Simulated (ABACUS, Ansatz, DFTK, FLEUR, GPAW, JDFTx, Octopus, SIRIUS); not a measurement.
## Si: programs and potentials compared

```
CELL_PARAMETERS angstrom
0.00000 2.72185 2.72185
2.72185 0.00000 2.72185
2.72185 2.72185 0.00000
ATOMIC_POSITIONS crystal
Si 0.50931 0.48936 0.50317
Si 0.74387 0.75191 0.74386
```

Atoms were shifted at random by some hundredths of an Å from the given cell, which wasn't relaxed again for these runs.

Alike in all runs: task single point; functional PBEsol; k mesh 8 × 8 × 8; occupations fermi-dirac, width 0.05 eV; no spin polarisation; no spin-orbit coupling. Pressure is positive in compression and, in plane waves, holds the error of the finite cutoff.

```tsv
program and potentials	plane-wave cutoff (eV)	notes	band gap (eV)	pressure (GPa)	largest force (eV/Å)	energy over the undisturbed cell (meV/atom)
ABACUS, PseudoDojo NC SR 0.4.1 PBEsol standard, plane waves	490	-	0.12	-0.49	0.886	15.38
SIRIUS, PseudoDojo 0.4.1 PBEsol standard (scalar relativistic)	490	-	0.12	-0.50	0.886	15.38
DFTK, PseudoDojo SR PBEsol 0.4.1 standard (PBEsol)	653	-	0.12	-0.48	0.885	15.38
Octopus, pseudodojo_pbesol (PseudoDojo 0.4, PBEsol)	-	-	0.12	-	0.886	15.16
Ansatz, all-electron LAPW, scalar-relativistic	-	-	0.12	-0.41	0.884	-
JDFTx, PseudoDojo-SR-PBEsol-0.4.1-standard with smoothed tails	490	-	0.12	-0.49	0.886	15.38
GPAW, PAW data sets generated for this functional	600	-	0.11	-0.11	0.892	15.48
FLEUR, all-electron, FLAPW	-	-	0.12	-	0.885	15.38
```

Force on atom 1 (Si), eV/Å:

```
                                        program and potentials      x       y       z
   ABACUS, PseudoDojo NC SR 0.4.1 PBEsol standard, plane waves  0.097  -0.877  -0.082
SIRIUS, PseudoDojo 0.4.1 PBEsol standard (scalar relativistic)  0.097  -0.876  -0.082
            DFTK, PseudoDojo SR PBEsol 0.4.1 standard (PBEsol)  0.097  -0.876  -0.082
           Octopus, pseudodojo_pbesol (PseudoDojo 0.4, PBEsol)  0.097  -0.876  -0.082
                Ansatz, all-electron LAPW, scalar-relativistic  0.097  -0.875  -0.081
JDFTx, PseudoDojo-SR-PBEsol-0.4.1-standard with smoothed tails  0.097  -0.877  -0.082
             GPAW, PAW data sets generated for this functional  0.097  -0.882  -0.082
                                    FLEUR, all-electron, FLAPW  0.097  -0.876  -0.082
```

The band gap spans 0.11 (GPAW, PAW data sets generated for this functional) to 0.12 eV (FLEUR, all-electron, FLAPW), with all-electron results at 0.12. The pressure spans -0.50 (SIRIUS, PseudoDojo 0.4.1 PBEsol standard (scalar relativistic)) to -0.11 GPa (GPAW, PAW data sets generated for this functional), with all-electron results at -0.41. The gap is indirect and read on the mesh alone, so bands may meet between its points.

The functional is the same throughout but for its coding, so the spread measures potentials, basis and numerics; runs on potential files found faulty are left out.
